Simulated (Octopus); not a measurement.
**V in Octopus: the effect of Hubbard term**

Crystal: V.

```xyz
1
Lattice="-1.5144 1.5144 1.5144 1.5144 -1.5144 1.5144 1.5144 1.5144 -1.5144" Properties=species:S:1:pos:R:3 pbc="T T T"
V     0.0000    0.0000    0.0000
```

Alike in all runs:

* Program: Octopus 16.4
* Task: single point
* Functional: LDA
* Potentials or basis: pseudodojo_lda (PseudoDojo 0.4, LDA)
* Grid spacing: 0.138 Å
* k mesh: 10 × 10 × 10
* Occupations: fermi-dirac, width 0.05 eV
* Spin: collinear spin, ferromagnetic start
* Starting moments: [4.0] μB
* Eigensolver: chebyshev_filter
* k-point symmetries used: yes
* ConvRelDens: 1e-06
* ExtraStates: 9
* DerivativesOrder: 8

**Question.** One run gave: moment 1.72 μB. Which Hubbard term did it use?
A. none
B. V d U = 4 eV
C. V d U = 6 eV
D. V d U = 2 eV
E. V d U = 8 eV

**Answer.** C.

```csv
Hubbard term,moment (μB)
none,0.00
V d U = 2 eV,0.00
V d U = 4 eV,0.73
V d U = 6 eV,1.72
V d U = 8 eV,2.67
```

Caveats: U acts on the potentials' truncated atomic orbitals, so values differ from other programs' at the same U, and they weren't checked against one (some runs); the U is typed as a test and isn't derived for this compound (some runs); the moment fell far below its start of 4 μB, so a state of higher moment may lie lower in energy (some runs).
